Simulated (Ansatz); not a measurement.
Input of an Ansatz 0.2.0 run:

File input.yaml:

```yaml
crystal:
  lattice:
    - [0.0, 1.89785, 1.89785]
    - [1.89785, 0.0, 1.89785]
    - [1.89785, 1.89785, 0.0]
  atoms:
    - { symbol: Rh, position: [0.0, 0.0, 0.0] }
hamiltonian:
  xc: rpbe
  pseudopotentials: { kind: paw }
  dispersion: d3bj
kpoints:
  mp_grid: { grid: [12, 12, 12] }
scf:
  occupations: { method: fermi_dirac, width: 0.05 }
output:
  forces: true
  stress: true
relax:
  f_tol: 0.01
  max_steps: 40
  cell: { stress_tol: 0.05 }
```

Potentials or basis: Ansatz PAW.

Command:

```console
$ ansatz run input.yaml --threads 2 --pin off --max-ram 5632MiB --backend cpu --events-out ev --progress --plain --runs-dir out
```

(1) What does it give for the relaxed volume?

(2) What does it give for the space group after relaxing (to 0.05 Å)?

(3) Predict the relaxed cell.

Results:

(1) 12.40 Å³/atom.

(2) Fm-3m (No. 225).

(3) a = 2.598 Å, b = 2.598 Å, c = 2.598 Å, α = 60.00°, β = 60.00°, γ = 60.00°.

Caveat: the PAW data sets come from PBE, with cores solved anew for the run's functional, which leaves a small shift of forces and pressure.
